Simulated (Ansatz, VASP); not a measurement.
Y: VASP beside Ansatz

File INCAR:

```
SYSTEM = Y
PREC = Accurate ; ENCUT = 520
EDIFF = 1E-6 ; ISMEAR = -1
SIGMA = 0.08 ; LREAL = .False.
LASPH = .True. ; NELM = 80
ALGO = Normal ; ISIF = 2
LWAVE = .False. ; LCHARG = .True.
LELF = .True. ; LVHAR = .True.
NBANDS = 18
```

KPOINTS

```
Automatic mesh
0
Gamma
  12 12 7
  0 0 0
```

Contents of POSCAR:

```
Y
1.0
    3.6021486032      0.0000000000      0.0000000000
   -1.8010743015      3.1195521985      0.0000000000
    0.0000000000      0.0000000000      5.6697229104
Y
2
Direct
    0.3333333333      0.6666666667      0.2500000000
    0.6666666667      0.3333333333      0.7500000000
```

Input for Ansatz:

```yaml
crystal:
  lattice:
    - [3.6021486032, 0.0, 0.0]
    - [-1.8010743015, 3.1195521985, 0.0]
    - [0.0, 0.0, 5.6697229104]
  atoms:
    - { symbol: "Y", position: [0.3333333333, 0.6666666667, 0.25] }
    - { symbol: "Y", position: [0.6666666667, 0.3333333333, 0.75] }
kpoints:
  mp_grid: { grid: [12, 12, 7] }
  band_path:
    path:
      - [0.0, 0.0, 0.0]
      - [0.5, 0.0, 0.0]
      - [0.3333333333, 0.3333333333, 0.0]
      - [0.0, 0.0, 0.0]
      - [0.0, 0.0, 0.5]
      - [0.5, 0.0, 0.5]
      - [0.3333333333, 0.3333333333, 0.5]
      - [0.0, 0.0, 0.5]
      - [0.5, 0.0, 0.5]
    npoints: 5
scf:
  occupations: { method: fermi_dirac, width: 0.08 }
hamiltonian:
  xc: lda
  pseudopotentials: { kind: all_electron, lapw: { basis_error: 0.00025 } }
output:
  forces: true
  stress: true
  eigenvalues: true
```

Change from the starting cell: volume scaled by 0.96.

Alike in both runs: task single point; functional LDA; k mesh 12 × 12 × 7; occupations fermi-dirac, width 0.08 eV; no spin polarisation.

```csv
,VASP,Ansatz
version,VASP 6.6.1,Ansatz 0.2.0
potentials or method,"VASP PAW LDA potentials, release 64 (Y_sv)","all-electron LAPW, scalar-relativistic"
plane-wave cutoff (eV),520,see its input
```

VASP gave:

| Quantity | Value |
| --- | --- |
| pressure (GPa) | -2.6 |
| largest component of the traceless stress (GPa) | 0.35 |

**Question.** Which values does Ansatz return?

**Answer.** Pressure (GPa): -2.5; largest component of the traceless stress (GPa): 0.37.

Ansatz ran all-electron here, so the differences hold the error of VASP's frozen core and of both bases.
